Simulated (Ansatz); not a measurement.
# MgO: rigid cleavage

These are results of DFT PBEsol, scalar-relativistic, plane waves, PAW (Ansatz 0.2.0), not measurements. Settings: plane waves to 420 eV, k-mesh 9×9×2 (Γ-centred), Gaussian smearing 0.05 eV. No spin polarisation. Energies are free energies at this smearing, counted from the undisturbed cell; pressure is positive in compression.

The starting cell (as given, not relaxed at this level; it stands at -5.8 GPa):

```yaml
crystal:
  lattice:
    - [2.13515, -2.13515, 0.00000]
    - [2.13515, 0.00000, -2.13515]
    - [8.54060, 8.54060, 8.54060]
  atoms:
    - { symbol: Mg, position: [0.66667, 0.66667, 0.04167] }
    - { symbol: Mg, position: [0.00000, 0.00000, 0.87500] }
    - { symbol: Mg, position: [0.33333, 0.33333, 0.20833] }
    - { symbol: Mg, position: [0.66667, 0.66667, 0.54167] }
    - { symbol: Mg, position: [0.00000, 0.00000, 0.37500] }
    - { symbol: Mg, position: [0.33333, 0.33333, 0.70833] }
    - { symbol: O, position: [0.66667, 0.66667, 0.29167] }
    - { symbol: O, position: [0.00000, 0.00000, 0.12500] }
    - { symbol: O, position: [0.33333, 0.33333, 0.45833] }
    - { symbol: O, position: [0.66667, 0.66667, 0.79167] }
    - { symbol: O, position: [0.00000, 0.00000, 0.62500] }
    - { symbol: O, position: [0.33333, 0.33333, 0.95833] }
```

The cut lies on the cell's a–b face, a (1 1 1) plane (indices in the standard cell, whose axes needn't be the Cartesian ones shown) of area 7.90 Å², between layers 1.23 Å apart. Vector c is lengthened by d along the normal with the atoms' Cartesian places fixed: one unrelaxed cut a cell.

| d (Å) | energy (J/m²) |
| --- | --- |
| -0.30 | 0.84 |
| -0.15 | 0.15 |
| 0.00 | 0.00 |
| 0.25 | 0.68 |
| 0.50 | 2.14 |
| 0.75 | 3.96 |
| 1.00 | 5.80 |
| 1.50 | 8.58 |
| 2.00 | 10.01 |
| 3.00 | 11.05 |
| 4.50 | 11.41 |
| 6.00 | 11.53 |

Predict the traction dE/dd (GPa) at each point.

| d (Å) | traction dE/dd (GPa) |
| --- | --- |
| -0.30 | -65.3 |
| -0.15 | -27.0 |
| 0.00 | 5.8 |
| 0.25 | 45.8 |
| 0.50 | 68.0 |
| 0.75 | 75.4 |
| 1.00 | 70.3 |
| 1.50 | 40.4 |
| 2.00 | 20.3 |
| 3.00 | 4.8 |
| 4.50 | 1.2 |
| 6.00 | 0.6 |

Cost: 12 runs of about 1.7 core-minutes in all, on Intel Xeon 6975P-C (Granite Rapids) (shared hosts).